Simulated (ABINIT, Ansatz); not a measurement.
# CaSe (Fm-3m): Raman and infrared activity, part 3 of 3

Which lines does CaSe (Fm-3m) show in Raman and infrared spectra?

ABINIT 10.8.3; DFT LDA, scalar-relativistic, plane waves, PseudoDojo norm-conserving pseudopotentials.

So far, mean static dielectric tensor (ions relaxed, fixed cell): step 7 (modes with the sum rule) 11.7. The relaxed cell has a = 5.790 Å (conventional setting).

The database entry behind the starting cell differs from later determinations by our own check (0.1 to 0.3 % short, probably kX units), so it need not match the best structure at ambient conditions.

**8. Sum rules set otherwise (asr 0)**

Without the rule the raw error of the acoustic modes shows.

The input, anaddb.abi:

```
ddb_filepath "gamma_DDB"
output_file "anaddb.abo"
outdata_prefix "anaddb"
asr 0
chneut 0
enunit 2
eivec 1
nph1l 1
qph1l 0.0 0.0 0.0 1.0
dieflag 1
nph2l 3
qph2l 
    1.0 0.0 0.0 0.0
    0.0 0.0 1.0 0.0
    1.0 1.0 1.0 0.0
nlflag 1
ramansr 1
alphon 1
prtmbm 1
```

The input, mrgddb.in:

```
gamma_DDB
merged
3
dfpt_gammao_DS2_DDB
dfpt_gammao_DS3_DDB
gso_DDB
```

Command:

```bash
> mrgddb < mrgddb.in > mrgddb.log
> OMP_NUM_THREADS=1 anaddb anaddb.abi > anaddb.log
```

anaddb.abo, the main output file:

```text
[banners, grids, parts of the stress and lines that vanish by symmetry left out]
-outvars_anaddb: echo values of input variables ----------------------

 Flags :
[...]
Dielectric Tensor and Effective Charges
[...]
Effective charge tensors after
[...]
1          1       -0.000000000       -0.000000000       -0.000000000
[...]
1          2       -0.000000000       -0.000000000       -0.000000000
[...]
1          3       -0.000000000       -0.000000000       -0.000000000
[...]
2          1       -0.000000000       -0.000000000       -0.000000000
[...]
2          2       -0.000000000       -0.000000000       -0.000000000
[...]
2          3       -0.000000000       -0.000000000       -0.000000000
[...]
Phonon wavevector (reduced coordinates) :  0.00000  0.00000  0.00000
 Phonon energies in Hartree :
[...]
Phonon energies in meV     :
-  1.248112E-01  1.248112E-01  1.248112E-01  2.376286E+01  2.376286E+01
-  2.376286E+01
 Phonon frequencies in cm-1    :
-  1.006670E+00  1.006670E+00  1.006670E+00  1.916604E+02  1.916604E+02
-  1.916604E+02
 Phonon frequencies in Thz     :
-  3.017920E-02  3.017920E-02  3.017921E-02  5.745833E+00  5.745833E+00
-  5.745833E+00
 Phonon energies in Kelvin  :
-  1.448373E+00  1.448373E+00  1.448374E+00  2.757565E+02  2.757565E+02
-  2.757565E+02
[...]
-  1  0.00000000E+00  0.00000000E+00 -2.14662583E-03
-     0.00000000E+00  0.00000000E+00  0.00000000E+00
-  2  0.00000000E+00  0.00000000E+00 -2.14678073E-03
-     0.00000000E+00  0.00000000E+00  0.00000000E+00
[...]
-  1  0.00000000E+00 -2.14662583E-03  0.00000000E+00
-     0.00000000E+00  0.00000000E+00  0.00000000E+00
-  2  0.00000000E+00 -2.14678073E-03  0.00000000E+00
-     0.00000000E+00  0.00000000E+00  0.00000000E+00
[...]
-  1  2.14662583E-03  0.00000000E+00  0.00000000E+00
-     0.00000000E+00  0.00000000E+00  0.00000000E+00
-  2  2.14678073E-03  0.00000000E+00  0.00000000E+00
-     0.00000000E+00  0.00000000E+00  0.00000000E+00
[...]
-  1  0.00000000E+00  0.00000000E+00  3.01327132E-03
-     0.00000000E+00  0.00000000E+00  0.00000000E+00
-  2  0.00000000E+00  0.00000000E+00 -1.52934618E-03
-     0.00000000E+00  0.00000000E+00  0.00000000E+00
[...]
-  1  0.00000000E+00 -3.01327132E-03  0.00000000E+00
-     0.00000000E+00  0.00000000E+00  0.00000000E+00
-  2  0.00000000E+00  1.52934618E-03  0.00000000E+00
-     0.00000000E+00  0.00000000E+00  0.00000000E+00
[...]
-  1  3.01327132E-03  0.00000000E+00  0.00000000E+00
-     0.00000000E+00  0.00000000E+00  0.00000000E+00
-  2 -1.52934618E-03  0.00000000E+00  0.00000000E+00
-     0.00000000E+00  0.00000000E+00  0.00000000E+00
[...]
-     1         -0.000000    -0.000000    -0.001185     0.001185
-     2          0.000000    -0.001185    -0.000000     0.001185
-     3          0.001185    -0.000000    -0.000000     0.001185
-     4          0.000000     0.000000     3.158927     3.158927
-     5         -0.000000    -3.158927     0.000000     3.158927
-     6          3.158927     0.000000    -0.000000     3.158927
[...]
-   1     Real    0.0000E+00  0.0000E+00  1.2932E-11  0.0000E+00  0.0000E+00  0.0000E+00  1.2932E-11
[...]
-   2     Real    0.0000E+00  1.2932E-11  0.0000E+00  0.0000E+00  0.0000E+00  0.0000E+00  1.2932E-11
[...]
-   3     Real    1.2932E-11  0.0000E+00  0.0000E+00  0.0000E+00  0.0000E+00  0.0000E+00  1.2932E-11
[...]
-   4     Real    0.0000E+00  0.0000E+00  1.1395E-04  0.0000E+00  0.0000E+00  0.0000E+00  1.1395E-04
[...]
-   5     Real    0.0000E+00  1.1395E-04  0.0000E+00  0.0000E+00  0.0000E+00  0.0000E+00  1.1395E-04
[...]
-   6     Real    1.1395E-04  0.0000E+00  0.0000E+00  0.0000E+00  0.0000E+00  0.0000E+00  1.1395E-04
[...]
-         0.000000000       0.000000000       0.000000000
-         0.000000000       0.000000000       0.000000000
[...]
Phonon at Gamma, with non-analyticity in the
[...]
Phonon energies in Hartree :
[...]
Phonon energies in meV     :
-  1.248112E-01  1.248112E-01  1.249365E-01  2.376286E+01  2.376286E+01
-  3.321938E+01
 Phonon frequencies in cm-1    :
-  1.006670E+00  1.006670E+00  1.007681E+00  1.916604E+02  1.916604E+02
-  2.679323E+02
 Phonon frequencies in Thz     :
-  3.017920E-02  3.017920E-02  3.020950E-02  5.745833E+00  5.745833E+00
-  8.032409E+00
 Phonon energies in Kelvin  :
-  1.448373E+00  1.448373E+00  1.449828E+00  2.757565E+02  2.757565E+02
-  3.854948E+02
[...]
-  1  0.00000000E+00  0.00000000E+00 -2.14662583E-03
[...]
-  2  0.00000000E+00  0.00000000E+00 -2.14678073E-03
[...]
Phonon at Gamma, with non-analyticity in the
[...]
Phonon energies in Hartree :
[...]
Phonon energies in meV     :
-  1.248112E-01  1.248112E-01  1.249365E-01  2.376286E+01  2.376286E+01
-  3.321938E+01
 Phonon frequencies in cm-1    :
-  1.006670E+00  1.006670E+00  1.007680E+00  1.916604E+02  1.916604E+02
-  2.679323E+02
 Phonon frequencies in Thz     :
-  3.017920E-02  3.017921E-02  3.020950E-02  5.745833E+00  5.745833E+00
-  8.032409E+00
 Phonon energies in Kelvin  :
-  1.448373E+00  1.448374E+00  1.449827E+00  2.757565E+02  2.757565E+02
-  3.854948E+02
[...]
Phonon at Gamma, with non-analyticity in the
[...]
Phonon energies in Hartree :
[...]
Phonon energies in meV     :
-  1.248112E-01  1.248112E-01  1.249365E-01  2.376286E+01  2.376286E+01
-  3.321938E+01
 Phonon frequencies in cm-1    :
-  1.006670E+00  1.006670E+00  1.007681E+00  1.916604E+02  1.916604E+02
-  2.679323E+02
 Phonon frequencies in Thz     :
-  3.017920E-02  3.017921E-02  3.020950E-02  5.745833E+00  5.745833E+00
-  8.032409E+00
 Phonon energies in Kelvin  :
-  1.448373E+00  1.448373E+00  1.449827E+00  2.757565E+02  2.757565E+02
-  3.854948E+02
[...]
-  1  1.73976128E-03 -1.05358942E-03 -6.86427344E-04
[...]
-  2  1.73988679E-03 -1.05366548E-03 -6.86476905E-04
[...]
-  1  1.23919392E-03  1.23903302E-03  1.23897943E-03
[...]
-  2  1.23971480E-03  1.23955390E-03  1.23950030E-03
[...]
-  1  3.68835294E-04  1.92220819E-03 -2.29104348E-03
[...]
-  2 -1.87197497E-04 -9.75591454E-04  1.16278895E-03
[...]
-  1  2.43252199E-03 -1.53568173E-03 -8.96840259E-04
[...]
-  2 -1.23459450E-03  7.79415039E-04  4.55179464E-04
[...]
-         0.000000000       0.000000000       0.000000000
-         0.000000000       0.000000000       0.000000000
[...]
-         0.000000000       0.000000000       0.000000000
-         0.000000000       0.000000000       0.000000000
-         0.000000000       0.000000000       0.000000000
[...]
-         0.000000000       0.000000000       0.000000000
-         0.000000000       0.000000000       0.000000000
-         0.000000000       0.000000000       0.000000000
[...]
Direction                     Dielectric constant
[...]
0.00000   0.00000   1.00000     11.74410702
   1.00000   1.00000   1.00000     11.74410702
-
```

It took 0.91 s on 1 thread of Arm Neoverse V2, shared host.

Zone-centre frequencies as printed; negative means imaginary. Modes:

```
mode  frequency (cm⁻¹)
   1              1.01
   2              1.01
   3              1.01
   4             191.7
   5             191.7
   6             191.7
```

**9. The same in Ansatz**

The same cell, potentials and cutoff go through another code, on another k mesh. Its k mesh is centred on Γ.

This step: DFT LDA, scalar-relativistic, plane waves, PseudoDojo norm-conserving pseudopotentials (Ansatz 0.2.0).

The input, input.yaml:

```yaml
crystal:
  lattice:
    - [0.0, 2.8948439116, 2.8948439116]
    - [2.8948439116, 0.0, 2.8948439116]
    - [2.8948439116, 2.8948439116, 0.0]
  atoms:
    - { symbol: Ca, position: [0.0, 0.0, 0.0] }
    - { symbol: Se, position: [0.5, 0.5, 0.5] }
kpoints:
  mp_grid: { grid: [8, 8, 8] }
hamiltonian:
  xc: lda
  pseudopotentials: { kind: nc, accuracy: standard }
scf:
  occupations: { method: fixed }
output:
  eigenvalues: true
basis:
  ecutwfc: 1061.244
phonons:
  method: dfpt
  dielectric: true
  rigid_motions: translations
  raman: true
```

Command:

```bash
> ansatz run input.yaml --threads 8 --pin off --max-ram 16384MiB --backend cpu --events-out ev --progress --plain --runs-dir out
```

Output:

```text
Warning: basis.ecutwfc = 1061.244 eV is below the records' recommended 1170.089609 eV, and the density's cutoff is lower with it unless basis.ecutrho_ratio is high enough to keep the records' density cutoff: compare with a run at a higher cutoff
Engine: ansatz 0.2.0, aarch64-unknown-linux-gnu
Pseudopotentials: kind: nc
Pseudopotential: Ca, nc, valence charge 10, recommended cutoff 979.609905 eV (normal), Ca.nc.azcp (PseudoDojo's, or run here from an input of PseudoDojo's; its table is named by hamiltonian.pseudopotentials.accuracy)
Pseudopotential: Se, nc, valence charge 16, recommended cutoff 1170.089609 eV (normal), Se.nc.azcp (PseudoDojo's, or run here from an input of PseudoDojo's; its table is named by hamiltonian.pseudopotentials.accuracy)
Functional definition: SPW92
  exchange = slater_x
  correlation = pw_c
Crystal: 2 atoms, lattice volume = 48.518 Å³
Basis set: ecut = 1061.244 eV, 3839 PW (Γ), exchange–correlation on 90×90×90 points (8 copies of the dense FFT grid, shifted against one another)
Bands: 17, of which v1, the nominal top of the filled ones, is band 13 counted from 1 (12 counted from 0)
Symmetry: 48 space group operations
k-points: 59 of 512 (irreducible under 8 space group operations, time reversal used)
Non-local potential: Ca, projectors of the file, l = 0: 2, l = 1: 2, l = 2: 2
Non-local potential: Se, projectors of the file, l = 0: 2, l = 1: 2, l = 2: 2
Initial density: superposition of atomic densities (chi_scale 0.1, normalization cell, long waves kept (reshape's long-wave potential 0.00 eV rms))
Initial wavefunctions: pseudopotential atomic-orbital guess
Functional: x = slater, c = lda
SCF iter   1: F=—  HF=-4355.800301 eV  |F-HF|=—  |Δ(HF+E_count)|=         —  Δρ=7.95e-2  dr2=4.90e0  ethr=3.10e-3  ⟨swp⟩=7.0  Hψ=5321  notcnv=0  defer=82
preconditioner: auto → none  [insulator: Δε(μ)=0.012 eV  Ē_g=7.012 eV  n_scr=14 (ndim 8)  ℏωp=15.1 eV  f_vac=0.000  ε∞_Penn≈5.6]
SCF iter   2: F=—  HF=-4354.329386 eV  |F-HF|=—  |Δ(HF+E_count)|=    1.47e0  Δρ=2.87e-2  dr2=6.31e-1  ethr=3.10e-3  ⟨swp⟩=5.0  Hψ=3025  notcnv=0  defer=84
SCF iter   3: F=—  HF=-4354.122945 eV  |F-HF|=—  |Δ(HF+E_count)|=   2.06e-1  Δρ=1.08e-2  dr2=4.27e-2  ethr=2.43e-3  ⟨swp⟩=3.1  Hψ=1556  notcnv=0  defer=76
SCF iter   4: F=—  HF=-4354.117197 eV  |F-HF|=—  |Δ(HF+E_count)|=   5.75e-3  Δρ=2.79e-3  dr2=4.97e-3  ethr=1.64e-4  ⟨swp⟩=3.7  Hψ=1905  notcnv=0  defer=107
SCF iter   5: F=—  HF=-4354.115364 eV  |F-HF|=—  |Δ(HF+E_count)|=   1.83e-3  Δρ=7.91e-4  dr2=4.51e-4  ethr=1.91e-5  ⟨swp⟩=3.5  Hψ=1800  notcnv=0  defer=107
SCF iter   6: F=—  HF=-4354.115182 eV  |F-HF|=—  |Δ(HF+E_count)|=   1.83e-4  Δρ=7.01e-5  dr2=4.05e-6  ethr=1.74e-6  ⟨swp⟩=3.1  Hψ=1716  notcnv=0  defer=112
SCF iter   7: F=—  HF=-4354.115178 eV  |F-HF|=—  |Δ(HF+E_count)|=   3.99e-6  Δρ=1.54e-5  dr2=1.33e-7  ethr=1.56e-8  ⟨swp⟩=2.1  Hψ=1401  notcnv=0  defer=111
SCF iter   8: F=—  HF=-4354.115284 eV  |F-HF|=—  |Δ(HF+E_count)|=   1.07e-4  Δρ=3.70e-6  dr2=1.21e-8  ethr=5.10e-10  ⟨swp⟩=2.7  Hψ=1658  notcnv=0  defer=42
SCF iter   9: F=—  HF=-4354.115284 eV  |F-HF|=—  |Δ(HF+E_count)|=   4.90e-9  Δρ=4.30e-7  dr2=1.77e-10  ethr=4.64e-11  ⟨swp⟩=2.3  Hψ=1364  notcnv=0  defer=42
SCF iter  10: F=-4354.115284 eV  HF=-4354.115284 eV  |F-HF|=9.09e-13  |Δ(HF+E_count)|=  7.09e-11  Δρ=5.28e-8  dr2=5.37e-13  ethr=1.00e-12  ⟨swp⟩=12.1  Hψ=7568  notcnv=0
SCF 1 converged in 10 iterations: F = -4354.115284 eV  dr2 = 5.37e-13
DFPT response loops at Γ: preconditioner auto → none (the input reference at scf.mixing.eps_inf says where Resta's filter doesn't serve); β = 0.50; Broyden in place of MSR1
── the response to a field inside a basis, on 10×10×10 k-points: an SCF that follows is theirs, and a resumed run solves both again ──
Bands: 14, of which v1, the nominal top of the filled ones, is band 13 counted from 1 (12 counted from 0)
k-points: 110
Initial density: handed on by an earlier stage of this run
Initial wavefunctions: pseudopotential atomic-orbital guess (no wavefunctions were taken with the density)
Eigensolver: Dense (110 Hₖ)
SCF iter   1: F=—  HF=-4354.110310 eV  |F-HF|=—  |Δ(HF+E_count)|=         —  Δρ=3.13e-4  dr2=7.62e-6  ethr=1.00e-1
preconditioner: auto → none  [insulator: Δε(μ)=1.799 eV  Ē_g=7.715 eV  n_scr=14 (ndim 8)  ℏωp=15.1 eV  f_vac=0.000  ε∞_Penn≈4.8]
SCF iter   2: F=—  HF=-4354.110306 eV  |F-HF|=—  |Δ(HF+E_count)|=   3.37e-6  Δρ=1.26e-4  dr2=9.44e-7  ethr=2.93e-8
SCF iter   3: F=—  HF=-4354.110306 eV  |F-HF|=—  |Δ(HF+E_count)|=   2.87e-7  Δρ=1.97e-5  dr2=4.16e-8  ethr=3.63e-9
SCF iter   4: F=—  HF=-4354.110306 eV  |F-HF|=—  |Δ(HF+E_count)|=   4.98e-9  Δρ=8.74e-6  dr2=3.93e-9  ethr=1.60e-10
SCF iter   5: F=—  HF=-4354.110306 eV  |F-HF|=—  |Δ(HF+E_count)|=  7.07e-10  Δρ=2.01e-6  dr2=1.79e-10  ethr=1.51e-11
SCF iter   6: F=-4354.110306 eV  HF=-4354.110306 eV  |F-HF|=9.09e-13  |Δ(HF+E_count)|=  6.00e-11  Δρ=2.31e-7  dr2=2.69e-12  ethr=1.00e-12
SCF 1 converged in 6 iterations: F = -4354.110306 eV  dr2 = 2.69e-12
DFPT response loops at Γ: mixed as the last ones told, above
DFPT response loops at Γ: mixed as the last ones told, above
SCF converged after 10 iterations
Free energy (F): -4354.115284 eV
Harris-Foulkes:  -4354.115284 eV  (|F-HF|=9.09e-13)
Internal energy: -4354.115284 eV  (E = F + TS)
E sigma→0 (E₀):  -4354.115284 eV
Fermi energy:    7.916912 eV
--- Per-component energies (eV) ---
  E_band       = -490.827971
  E_kinetic    = 2493.049525
  E_local      = -3439.517394  (includes V_loc(G=0)·N_el)
  E_nonlocal   = -1297.926266
  E_hartree    = 1202.965997
  E_xc         = -849.288025
  E_vxc        = -652.365794  (∫ρ·V_xc dr)
  E_ewald      = -2463.399121
  E_smearing   = -0.000000  (= −TS)
  E_closure    = 0.000000  (closes the sum)
  Σ components = -4354.115284   (vs F -4354.115284, Δ=0.00e0)
--- Band table (eV; the first three rows and the last of 59) ---
  k-point 0: bands = [... 9 lower, -4.1836, 7.9169, 7.9169, 7.9169, 11.3618, 11.4379, 11.4379, 11.4379]
  k-point 1: bands = [... 9 lower, -4.0737, 7.0717, 7.6338, 7.6338, 11.4120, 11.6707, 11.6707, 12.3434]
  k-point 2: bands = [... 9 lower, -3.7941, 5.7264, 7.1067, 7.1067, 11.5227, 12.2343, 12.2343, 13.6779]
  k-point 58: bands = [... 9 lower, -3.4187, 5.7639, 5.7639, 6.0642, 12.2252, 12.2252, 13.1992, 13.7633]
--- Phonons (Γ-DFPT): 2 representative perturbations + reference, on 59 of 512 k-points (Σ response iterations 6) ---
  k mesh reduced under 8 symmetry operations, with k and −k counted as one. Each operation leaves every solved perturbation unchanged. A smaller set is not considered because the run solves the response to a homogeneous field
  ASR residual: 3.290e-5 → 0.000e0 eV/Å²; symmetrization residual: 1.878e-5 eV/Å²
  ASR residual per site (eV/Å²): 1.04e-5 3.29e-5
  Γ frequencies (cm⁻¹): 0.00 0.00 0.00 191.59 191.59 191.59
  ε∞ (high-frequency dielectric tensor):
        6.013572     0.000000    -0.000000
        0.000000     6.013572     0.000000
       -0.000000     0.000000     6.013572
  ε⁰ (static dielectric tensor: ions relaxed, cell fixed):
       11.758436     0.000000    -0.000000
        0.000000    11.758436     0.000000
       -0.000000     0.000000    11.758436
  ε⁰ − ε∞ (ionic part):
        5.744864     0.000000    -0.000000
        0.000000     5.744864     0.000000
       -0.000000     0.000000     5.744864
  softest optical mode at Γ: 191.59 cm⁻¹; the repairs (sum rule, projections) moved no ω² at Γ by more than (0.94 cm⁻¹)²
  Born effective charges Z* (e; rows j = field, columns β = displacement):
    site 0:
         2.35115   -0.00000   -0.00000
         0.00000    2.35115   -0.00000
        -0.00000   -0.00000    2.35115
    site 1:
        -2.35115    0.00000    0.00000
        -0.00000   -2.35115    0.00000
         0.00000    0.00000   -2.35115
  Z* charge neutrality: 5.637e-4 e pre-enforcement
  solved inside a basis spanned on kpoints, on 10×10×10 k-points transformed towards the longest dipole: ε∞ is read to err by 1.7e-2, Z* by 1.7e-2 e (field_mesh: kpoints solves on kpoints); Z* is corrected for what the basis lacks
  Raman tensors (in the event stream and the table raman_tensors.tsv): an entry may err by 9.2e-4 Å², one of the second-order susceptibility by 2.1e-19 pm/V (basis, points and sum rule); their sum over the sites missed zero by 7.059e-21 Å² ahead of its enforcement
  optical modes at Γ without the LO–TO term, one row a degenerate level:
      ω (cm⁻¹)  modes    IR ((D/Å)²/amu)  static Raman (Å⁴/amu)  depolarisation
        191.59      3            14.3911                 0.0000               —
  optical modes at Γ + LO–TO along q̂ = [1.0000, 0.0000, 0.0000]:
      ω (cm⁻¹)  modes    IR ((D/Å)²/amu)  static Raman (Å⁴/amu)  depolarisation
        191.59      2             9.5941                 0.0000               —
        267.91      1             4.7970                 0.0000               —
  optical modes at Γ + LO–TO along q̂ = [0.0000, 1.0000, 0.0000]:
      ω (cm⁻¹)  modes    IR ((D/Å)²/amu)  static Raman (Å⁴/amu)  depolarisation
        191.59      2             9.5941                 0.0000               —
        267.91      1             4.7970                 0.0000               —
  optical modes at Γ + LO–TO along q̂ = [0.0000, 0.0000, 1.0000]:
      ω (cm⁻¹)  modes    IR ((D/Å)²/amu)  static Raman (Å⁴/amu)  depolarisation
        191.59      2             9.5941                 0.0000               —
        267.91      1             4.7970                 0.0000               —
```

Wall time 80 s (8 threads); peak memory 2 GiB.

This step gave:

* sum-rule residual before enforcement: 3.29e-5 eV/Å²
* miss of the charge sum rule: 5.64e-4 e
* estimated error of the dielectric tensor: 0.01650
* estimated error of the Born charges: 0.01745 e
* highest optical zone-centre mode (no LO-TO term): 191.6 cm⁻¹
* lowest optical zone-centre mode: 191.6 cm⁻¹
* mean high-frequency dielectric constant: 6.014
* largest Born charge in size (third of the trace): 2.351 e
* mean static dielectric constant: 11.76

Transverse modes. Lines of the infrared spectrum (strongest = 100):

```
position (cm⁻¹)  label  IR intensity ((D/Å)²/amu), degenerate modes summed, relative
            192    T1u                                                           100
```

**10. Side by side: ABINIT PseudoDojo and Ansatz, PseudoDojo**

Numbers from this step:

| Quantity | Value |
| --- | --- |
| root-mean-square difference | 0.07 cm⁻¹ |
| largest difference | 0.07 cm⁻¹ |

Frequencies side by side, by row:

```
q (reciprocal lattice)  mode  ABINIT PseudoDojo (cm⁻¹)  Ansatz, PseudoDojo (cm⁻¹)
                 0 0 0     1                         0                          0
                 0 0 0     2                         0                          0
                 0 0 0     3                         0                          0
                 0 0 0     4                     191.7                      191.6
                 0 0 0     5                     191.7                      191.6
                 0 0 0     6                     191.7                      191.6
```

The two runs side by side. Further quantities:

```
                                                                               quantity  ABINIT PseudoDojo  Ansatz, PseudoDojo
                                                                                mean ε∞              6.009               6.014
largest Born charge in size (e; the first before, the second after the charge sum rule)               2.35               2.351
                                                       summed IR intensity ((D/Å)²/amu)              14.37               14.39
                                                         summed Raman activity (Å⁴/amu)                  0                   0
```

At the zone centre the largest difference (acoustic modes at Γ apart) is 0.04 % of the highest mode.

**11. Outcome**

| Item | Value |
| --- | --- |
| space group after relaxation | Fm-3m |
| volume per atom | 24.3 Å³ |
| highest optical zone-centre mode (no LO-TO term) | 191.7 cm⁻¹ |
| highest mode moved by the LO-TO term | 267.9 cm⁻¹ |
| mean high-frequency dielectric constant | 6.01 |
| largest Born charge in size (third of the trace) | 2.35 e |
| mean static dielectric constant | 11.7 |
| imaginary optical modes at the zone centre (no q mesh in this session) | none |
| largest difference from Ansatz, PseudoDojo | 0.07 cm⁻¹ |

In words: No mode is Raman active in this structure; the strongest infrared line lies at 192 cm⁻¹. At the LDA level the optical modes of CaSe (Fm-3m) at the zone centre (no LO-TO term) lie at 192 cm⁻¹. Along the directions run, the highest mode that the macroscopic field moves lies at 268 cm⁻¹. Lattice motion raises the mean dielectric constant from 6.009 to 11.74. The Born charge of Ca is 2.350 e against a formal charge of +2, somewhat above it. The Lyddane-Sachs-Teller relation holds: (ωLO/ωTO)² is 1.95 and ε₀/ε∞ is 1.95. ABINIT PseudoDojo and Ansatz, PseudoDojo agree to 0.07 cm⁻¹ (0.04 % of the highest mode compared) on all solved modes but the acoustic ones at Γ, without the LO-TO term. These are harmonic frequencies at zero temperature: anharmonic shifts and linewidths and thermal expansion are left out. Ansatz warns that the cutoff lies 9 % under the one recommended for these files; agreement at one cutoff is not convergence. The relaxed cell is 6 % smaller in volume than the measured one, and all results belong to that cell.

[Host names and launcher messages were left out of these logs when they were recorded.]

[Logs are printed without paths, hosts, clocks, repeated set-up lines and the standing remarks that a program may print on its own settings, such as how far it seeks lower states.]

[Hosts, paths, dates, database ids (printed as entryN), source tags and the programs' standing remarks are cut or masked in the printed files.]
